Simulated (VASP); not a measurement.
# AlAs in VASP: further runs

The runs below take AlAs through single point, relaxation of the atoms, with PBEsol.

Everything below comes from runs of VASP 6.6.1. Logs are shortened: lines on timing, memory, paths and dates and some standing lists are left out, and cuts for length are marked.

### 1 Starting point

The cell holds a slab with vacuum, 14 atoms: a = 4.018 Å, b = 5.682 Å, c = 27.053 Å, α = 90.00°, β = 90.00°, γ = 90.00°.

### 2 Single point, PBEsol

Contents of INCAR:

```
SYSTEM = AlAs
PREC     = Accurate       ! precision mode
ENCUT    = 520            ! plane-wave cutoff, eV
EDIFF    = 1E-7           ! SCF threshold, eV
ISMEAR   = 0              ! smearing method
SIGMA    = 0.03           ! smearing width, eV
LREAL    = .False.        ! projectors in reciprocal space
LASPH    = .True.         ! aspherical terms in the spheres
NELM     = 80             ! most SCF steps
ALGO     = Normal         ! electronic algorithm
ISIF     = 2              ! what is computed and relaxed
LWAVE    = .False.        ! write WAVECAR
LCHARG   = .False.        ! write CHGCAR
LDIPOL   = .True.       
IDIPOL   = 3            
DIPOL    = 0.5 0.5 0.500
GGA      = PS             ! functional
LVHAR    = .True.       
LVACPOTAV= .True.       
ICORELEVEL= 1            
KPAR     = 4
```

Contents of KPOINTS:

```
regular mesh
0
Gamma
  7 5 1
  0 0 0
```

Contents of POSCAR:

```
AlAs
1.0
    4.0176166800      0.0000000000      0.0000000000
    0.0000000000      5.6817680000      0.0000000000
    0.0000000000      0.0000000000     27.0528500500
Al As
7 7
Direct
    0.5000000000      0.5000000000      0.2772351200
    0.0000000000      0.0000000000      0.3514900800
    0.5000000000      0.5000000000      0.4257450400
    0.0000000000      0.0000000000      0.5000000000
    0.5000000000      0.5000000000      0.5742549600
    0.0000000000      0.0000000000      0.6485099200
    0.5000000000      0.5000000000      0.7227648800
    0.0000000000      0.7500000000      0.2772351200
    0.5000000000      0.2500000000      0.3514900800
    0.0000000000      0.7500000000      0.4257450400
    0.5000000000      0.2500000000      0.5000000000
    0.0000000000      0.7500000000      0.5742549600
    0.5000000000      0.2500000000      0.6485099200
    0.0000000000      0.7500000000      0.7227648800
```

Potentials or basis: VASP PAW PBE potentials, release 64 (Al, As).

Launch:

```bash
cat potpaw_PBE.64/Al/POTCAR potpaw_PBE.64/As/POTCAR > POTCAR
mpirun -np 4 vasp_std > vasp.out
```

OUTCAR:

```text
SYSTEM = AlAs
   PREC = Accurate
   ENCUT = 520
   EDIFF = 1E-7
   ISMEAR = 0
   LREAL = .False.
   LASPH = .True.
   NELM = 80
   ISIF = 2
   GGA = PS

 ion  position               nearest neighbor table
   1  0.500  0.500  0.277-   9 2.46   8 2.46   8 2.46
   2  0.000  0.000  0.351-   8 2.46  10 2.46   9 2.46   9 2.46
   3  0.500  0.500  0.426-  11 2.46   9 2.46  10 2.46  10 2.46
   4  0.000  0.000  0.500-  10 2.46  12 2.46  11 2.46  11 2.46
   5  0.500  0.500  0.574-  11 2.46  13 2.46  12 2.46  12 2.46
   6  0.000  0.000  0.649-  14 2.46  12 2.46  13 2.46  13 2.46
   7  0.500  0.500  0.723-  13 2.46  14 2.46  14 2.46
   8  0.000  0.750  0.277-   2 2.46   1 2.46   1 2.46
   9  0.500  0.250  0.351-   1 2.46   3 2.46   2 2.46   2 2.46
  10  0.000  0.750  0.426-   4 2.46   2 2.46   3 2.46   3 2.46
  11  0.500  0.250  0.500-   3 2.46   5 2.46   4 2.46   4 2.46
  12  0.000  0.750  0.574-   4 2.46   6 2.46   5 2.46   5 2.46
  13  0.500  0.250  0.649-   7 2.46   5 2.46   6 2.46   6 2.46
  14  0.000  0.750  0.723-   6 2.46   7 2.46   7 2.46

  LATTYP: Found a simple orthorhombic cell.
 ALAT       =     4.0176166800
 B/A-ratio  =     1.4142135631
 C/A-ratio  =     6.7335567837

  Lattice vectors:

 A1 = (   4.0176166800,   0.0000000000,   0.0000000000)
 A2 = (   0.0000000000,   5.6817680000,   0.0000000000)
 A3 = (   0.0000000000,   0.0000000000,  27.0528500500)

Analysis of symmetry for initial positions (statically):
=====================================================================
 Subroutine PRICEL returns:
 Original cell was already a primitive cell.

 Routine SETGRP: Setting up the symmetry group for a
 simple orthorhombic supercell.

 Subroutine GETGRP returns: Found  4 space group operations
 (whereof  4 operations were pure point group operations)
 out of a pool of  8 trial point group operations.

The static configuration has the point symmetry C_2v.

Analysis of symmetry for dynamics (positions and initial velocities):
=====================================================================
 Subroutine PRICEL returns:
 Original cell was already a primitive cell.

 Routine SETGRP: Setting up the symmetry group for a
 simple orthorhombic supercell.

 Subroutine GETGRP returns: Found  4 space group operations
 (whereof  4 operations were pure point group operations)
 out of a pool of  8 trial point group operations.

The dynamic configuration has the point symmetry C_2v.

 Subroutine INISYM returns: Found  4 space group operations
 (whereof  4 operations are pure point group operations),
 and found     1 'primitive' translations

----------------------------------------------------------------------------------------

                                     Primitive cell

  volume of cell :     617.5399

  direct lattice vectors                    reciprocal lattice vectors
     4.017616680  0.000000000  0.000000000     0.248903785  0.000000000  0.000000000
     0.000000000  5.681768000  0.000000000     0.000000000  0.176001554  0.000000000
     0.000000000  0.000000000 27.052850050     0.000000000  0.000000000  0.036964682

  length of vectors
     4.017616680  5.681768000 27.052850050     0.248903785  0.176001554  0.036964682

  position of ions in fractional coordinates (direct lattice)
     0.500000000  0.500000000  0.277235120
     0.000000000  0.000000000  0.351490080
     0.500000000  0.500000000  0.425745040
     0.000000000  0.000000000  0.500000000
     0.500000000  0.500000000  0.574254960
     0.000000000  0.000000000  0.648509920
     0.500000000  0.500000000  0.722764880
     0.000000000  0.750000000  0.277235120
     0.500000000  0.250000000  0.351490080
     0.000000000  0.750000000  0.425745040
     0.500000000  0.250000000  0.500000000
     0.000000000  0.750000000  0.574254960
     0.500000000  0.250000000  0.648509920
     0.000000000  0.750000000  0.722764880

  ion indices of the primitive-cell ions
   primitive index   ion index
                 1           1
                 2           2
                 3           3
                 4           4
                 5           5
                 6           6
                 7           7
                 8           8
                 9           9
[... 51 lines left out ...]
   ions per type =               7   7
   NGX,Y,Z   is equivalent  to a cutoff of  12.41, 12.29, 12.90 a.u.
   NGXF,Y,Z  is equivalent  to a cutoff of  24.83, 24.58, 25.81 a.u.
 SYSTEM =  AlAs
   PREC   = accura    normal or accurate (medium, high low for compatibility)
   ISTART =      0    job   : 0-new  1-cont  2-samecut
   ICHARG =      2    charge: 1-file 2-atom 10-const
   ISPIN  =      1    spin polarized calculation?
   LNONCOLLINEAR =      F non collinear calculations
   LSORBIT =      F    spin-orbit coupling
   LASPH  =      T    aspherical Exc in radial PAW
   ENCUT  =  520.0 eV  38.22 Ry    6.18 a.u.   7.47 10.56 50.30*2*pi/ulx,y,z
   NELM   =     80;   NELMIN=  2; NELMDL= -5     # of ELM steps
   EDIFF  = 0.1E-06   stopping-criterion for ELM
   LREAL  =      F    real-space projection
   EDIFFG = 0.1E-05   stopping-criterion for IOM
   NSW    =      0    number of steps for IOM
   IBRION =     -1    ionic relax: 0-MD 1-quasi-New 2-CG
   NFREE  =      0    steps in history (QN), initial steepest desc. (CG)
   ISIF   =      2    stress and relaxation
   ISYM   =      2    0-nonsym 1-usesym 2-fastsym
   POTIM  = 0.5000    time-step for ionic-motion
   TEBEG  =    0.0;   TEEND  =   0.0 temperature during run
   PSTRESS=    0.0 pullay stress
   NELECT =      56.0000    total number of electrons
   NUPDOWN=      -1.0000    fix difference up-down
   EMIN   =  10.00;   EMAX   =-10.00  energy-range for DOS
   EFERMI =   0.00;   METHOD = LEGACY
   ISMEAR =     0;   SIGMA  =   0.03  broadening in eV -4-tet -1-fermi 0-gaus
   EFERMI_NEDOS =   21; number of points for ismear=-14 and -15
   IALGO  =     38    algorithm
   IMIX   =      4    mixing-type and parameters
     AMIX     =   0.40;   BMIX     =  1.00
     AMIX_MAG =   1.60;   BMIX_MAG =  1.00
  volume/ion in A,a.u.               =      44.11       297.67
  Fermi-wavevector in a.u.,A,eV,Ry     =   0.735500  1.389893  7.360205  0.540960
  Thomas-Fermi vector in A             =   1.828711
   LORBIT       =      0    0 simple, 1 ext, 2 COOP (PROOUT), +10 PAW based schemes
   GGA     = PS    functional components
   LHFCALC =     F    Hartree Fock is set to
   AEXX    =    0.0000 exact exchange contribution
   IVDW    =     0    specifies the selected vdW correction
   LEPSILON=     F    determine dielectric tensor
   LRPA    =     F    only Hartree local field effects (RPA)
 non-spin polarized calculation
 Gauss-broadening in eV      SIGMA  =   0.03
  energy-cutoff  :      520.00
  volume of cell :      617.54
 maximum number of plane-waves:     16679
 NGX is ok and might be reduce to    30
   NGX = 15   NGY = 21   NGZ =101

 number of electron      56.0000005 magnetization

 dipolmoment           0.000000      0.000000     -0.000000 electrons x Angstroem

 Free energy of the ion-electron system (eV)
  ---------------------------------------------------
  ext. energy  EPLUGINS =         0.00000000
  ---------------------------------------------------
  free energy    TOTEN  =       -66.67853025 eV

  energy without entropy =      -66.67853025  energy(sigma->0) =      -66.67853025

 the core state eigenenergies are
   1-  1s  -1506.7626  2s   -103.8762  2p    -65.3422
   2-  1s  -1506.0814  2s   -103.3068  2p    -64.7657
   3-  1s  -1506.2011  2s   -103.4337  2p    -64.8921
   4-  1s  -1506.0561  2s   -103.3038  2p    -64.7615
   5-  1s  -1506.2011  2s   -103.4337  2p    -64.8921
   6-  1s  -1506.0814  2s   -103.3068  2p    -64.7657
   7-  1s  -1506.7626  2s   -103.8762  2p    -65.3422
   8-  1s -11711.2120  2s  -1479.7984  2p  -1296.6243  3s   -183.7498  3p   -127.1291
       3d    -34.1564
   9-  1s -11711.6031  2s  -1480.2249  2p  -1297.0450  3s   -184.2507  3p   -127.6326
       3d    -34.6709
  10-  1s -11711.3951  2s  -1480.0213  2p  -1296.8408  3s   -184.0520  3p   -127.4341
       3d    -34.4733
  11-  1s -11711.5510  2s  -1480.1761  2p  -1296.9957  3s   -184.2034  3p   -127.5854
       3d    -34.6242
  12-  1s -11711.3951  2s  -1480.0213  2p  -1296.8408  3s   -184.0520  3p   -127.4341
       3d    -34.4733
  13-  1s -11711.6031  2s  -1480.2249  2p  -1297.0450  3s   -184.2507  3p   -127.6326
       3d    -34.6709
  14-  1s -11711.2120  2s  -1479.7984  2p  -1296.6243  3s   -183.7498  3p   -127.1291
       3d    -34.1564

 E-fermi :  -0.1600     XC(G=0):  -5.3336

 val. band max:       -0.3080084615   @ k =   0.4286   0.4000   0.0000
 cond. band min:       0.3332919447   @ k =   0.0000   0.0000   0.0000
 fundamental gap:      0.6413004062
 Fermi energy:        -0.1600498725

 k-point     1 :       0.0000    0.0000    0.0000
  band No.  band energies     occupation
      1     -12.1703      2.00000
      2     -11.8189      2.00000
      3     -11.3220      2.00000
      4     -10.7072      2.00000
      5     -10.3934      2.00000
      6     -10.1370      2.00000
[... 457 lines left out ...]
     35       3.2825      0.00000
     36       3.4742      0.00000

------------------------ aborting loop because EDIFF is reached ----------------------------------------

  FORCE on cell =-STRESS in cart. coord.  units (eV):
  Direction    XX          YY          ZZ          XY          YZ          ZX
  --------------------------------------------------------------------------------------
  -------------------------------------------------------------------------------------
  Total       -3.0163906     -3.4349815     -0.0019029      0.0000000      0.0000000      0.0000000
  in kB       -7.8258792     -8.9118931     -0.0049369      0.0000000      0.0000000      0.0000000
  external PRESSURE =      -5.5809031 kB  Pullay stress =       0.0000000 kB

 VOLUME and BASIS-vectors are now :
 -----------------------------------------------------------------------------
  energy-cutoff  :      520.00
  volume of cell :      617.54
      direct lattice vectors                 reciprocal lattice vectors
     4.017616680  0.000000000  0.000000000     0.248903785  0.000000000  0.000000000
     0.000000000  5.681768000  0.000000000     0.000000000  0.176001554  0.000000000
     0.000000000  0.000000000 27.052850050     0.000000000  0.000000000  0.036964682

 POSITION                                       TOTAL-FORCE (eV/Angst)
 -----------------------------------------------------------------------------------
      2.00881      2.84088      7.50000         0.000000      1.166619      1.360195
      0.00000      0.00000      9.50881        -0.000000     -0.396021      0.131756
      2.00881      2.84088     11.51762        -0.000000      0.312084      0.102358
      0.00000      0.00000     13.52643         0.000000     -0.174912      0.000000
      2.00881      2.84088     15.53523        -0.000000      0.312084     -0.102358
      0.00000      0.00000     17.54404        -0.000000     -0.396021     -0.131756
      2.00881      2.84088     19.55285         0.000000      1.166619     -1.360195
      0.00000      4.26133      7.50000         0.000000     -0.404454     -1.191062
      2.00881      1.42044      9.50881         0.000000     -0.543959     -0.471691
      0.00000      4.26133     11.51762         0.000000      0.006848      0.068508
      2.00881      1.42044     13.52643         0.000000     -0.107323      0.000000
      0.00000      4.26133     15.53523         0.000000      0.006848     -0.068508
      2.00881      1.42044     17.54404         0.000000     -0.543959      0.471691
      0.00000      4.26133     19.55285         0.000000     -0.404454      1.191062
 -----------------------------------------------------------------------------------
    total drift:                                0.000000      0.000344      0.000000

  FREE ENERGIE OF THE ION-ELECTRON SYSTEM (eV)
  ---------------------------------------------------
  free  energy   TOTEN  =       -66.6785302474 eV

  energy  without entropy=      -66.6785302474  energy(sigma->0) =      -66.67853025

 vacuum level on the upper side and lower side of the slab         4.509         4.509
```

Run time: 2.4 min. Hardware: 4 MPI ranks of Intel Xeon Platinum 8488C (Sapphire Rapids), shared host; peak memory 0.64 GiB.

What came out:

- Free energy: -66.6785 eV
- Largest force: 1.792 eV/Å
- Band gap on the k mesh: 0.64 eV, indirect (least direct gap 0.72 eV)
- Ionisation potential of the upper face: 4.82 eV

Forces on the atoms (eV/Å):
```
Al   0.000  1.167  1.360
Al   0.000 -0.396  0.132
Al   0.000  0.312  0.102
Al   0.000 -0.175  0.000
Al   0.000  0.312 -0.102
Al   0.000 -0.396 -0.132
Al   0.000  1.167 -1.360
As   0.000 -0.404 -1.191
As   0.000 -0.544 -0.472
As   0.000  0.007  0.069
As   0.000 -0.107  0.000
As   0.000  0.007 -0.069
As   0.000 -0.544  0.472
As   0.000 -0.404  1.191
```

Core levels (eV, on the scale of the bands):
```
atom                           levels
1 Al  1s -1506.8, 2s -103.9, 2p -65.3
2 Al  1s -1506.1, 2s -103.3, 2p -64.8
3 Al  1s -1506.2, 2s -103.4, 2p -64.9
4 Al  1s -1506.1, 2s -103.3, 2p -64.8
5 Al  1s -1506.2, 2s -103.4, 2p -64.9
6 Al  1s -1506.1, 2s -103.3, 2p -64.8
```

Caveat: the PAW data sets were made with another functional, which shifts forces and pressure a little. PBEsol gaps usually lie below the measured ones, often by a third to a half.

### 3 Relaxation of the atoms, PBEsol

Contents of INCAR:

```
PREC = Accurate
ENCUT = 520
EDIFF = 1E-6
ISMEAR = 0
SIGMA = 0.03
LREAL = F
LASPH = T
NELM = 80
ALGO = Normal
ISIF = 2
LWAVE = F
LCHARG = F
LDIPOL = T
IDIPOL = 3
DIPOL = 0.5 0.5 0.500
GGA = PS
IBRION = 2
NSW = 80
EDIFFG = -0.02
KPAR = 4
```

Contents of KPOINTS:

```
Automatic mesh
0
Gamma
  7 5 1
```

POSCAR is that of step 2.

Potentials or basis: VASP PAW PBE potentials, release 64 (Al, As).

Launch:

```bash
cat potpaw_PBE.64/Al/POTCAR potpaw_PBE.64/As/POTCAR > POTCAR
mpirun -np 4 vasp_std > vasp.out
```

It took 17 min on 4 MPI ranks of Intel Xeon Platinum 8488C (Sapphire Rapids), shared host; peak memory 0.79 GiB.

The run converged. Its results:

```
Free energy                  : -68.1440 eV
Energy gained by relaxing    : 104.7 meV/atom
Ionic steps                  : 20
Largest force after relaxing : 0.014 eV/Å
Band gap on the k mesh       : 0.88 eV, indirect (least direct gap 1.45 eV)
```

Forces on the atoms (eV/Å):
```
Al   0.000  0.006  0.004
Al   0.000 -0.003  0.000
Al   0.000  0.011 -0.004
Al   0.000  0.003  0.000
Al   0.000  0.011  0.004
Al   0.000 -0.003  0.000
Al   0.000  0.006 -0.004
As   0.000 -0.011  0.010
As   0.000  0.001 -0.003
As   0.000 -0.002  0.013
As   0.000 -0.007  0.000
As   0.000 -0.002 -0.013
As   0.000  0.001  0.003
As   0.000 -0.011 -0.010
```

Step by step:
```tsv
step	energy change (eV)	largest force (eV/Å)	pressure (GPa)
1	0.0000	1.7920	-0.56
2	-0.4490	1.3574	-0.43
3	-0.8144	0.9596	-0.20
4	-1.1744	0.6151	-0.38
5	-1.3673	0.5982	-0.63
6	-1.4203	0.3433	-0.61
7	-1.4210	0.3023	-0.62
8	-1.4356	0.1817	-0.58
9	-1.4402	0.2558	-0.55
10	-1.4506	0.2043	-0.51
11	-1.4552	0.1423	-0.45
12	-1.4593	0.0745	-0.43
13	-1.4601	0.0777	-0.42
14	-1.4628	0.0489	-0.41
15	-1.4634	0.0526	-0.40
16	-1.4646	0.0290	-0.40
17	-1.4647	0.0332	-0.40
18	-1.4651	0.0234	-0.38
19	-1.4652	0.0297	-0.38
20	-1.4655	0.0144	-0.36
```

Final structure:
```cif
data_structure
_symmetry_space_group_name_H-M 'P 1'
_symmetry_Int_Tables_number 1
_cell_length_a 4.0176
_cell_length_b 5.6818
_cell_length_c 27.0529
_cell_angle_alpha 90.000
_cell_angle_beta 90.000
_cell_angle_gamma 90.000
_cell_volume 617.54
loop_
_atom_site_label
_atom_site_type_symbol
_atom_site_fract_x
_atom_site_fract_y
_atom_site_fract_z
_atom_site_occupancy
Al1 Al 0.50000 0.56334 0.29557 1
Al2 Al 0.00000 0.98037 0.34785 1
Al3 Al 0.50000 0.48563 0.42635 1
Al4 Al 0.00000 0.98332 0.50000 1
Al5 Al 0.50000 0.48563 0.57365 1
Al6 Al 0.00000 0.98037 0.65215 1
Al7 Al 0.50000 0.56334 0.70443 1
As1 As 0.00000 0.76685 0.26852 1
As2 As 0.50000 0.23145 0.35203 1
As3 As 0.00000 0.73865 0.42465 1
As4 As 0.50000 0.23410 0.50000 1
As5 As 0.00000 0.73865 0.57535 1
As6 As 0.50000 0.23145 0.64797 1
As7 As 0.00000 0.76685 0.73148 1
```

Levels at points of the mesh, in eV from the valence-band top:
| k point | band 25 | band 26 | band 27 | band 28 | band 29 | band 30 | band 31 | band 32 |
| --- | --- | --- | --- | --- | --- | --- | --- | --- |
| (0.00, 0.00, 0.00) | -0.33 | -0.22 | -0.12 | 0.00 | 1.47 | 1.80 | 1.86 | 2.49 |

Caveat: the PAW data sets were made with another functional, which shifts forces and pressure a little.

[end of part 1 of 2]
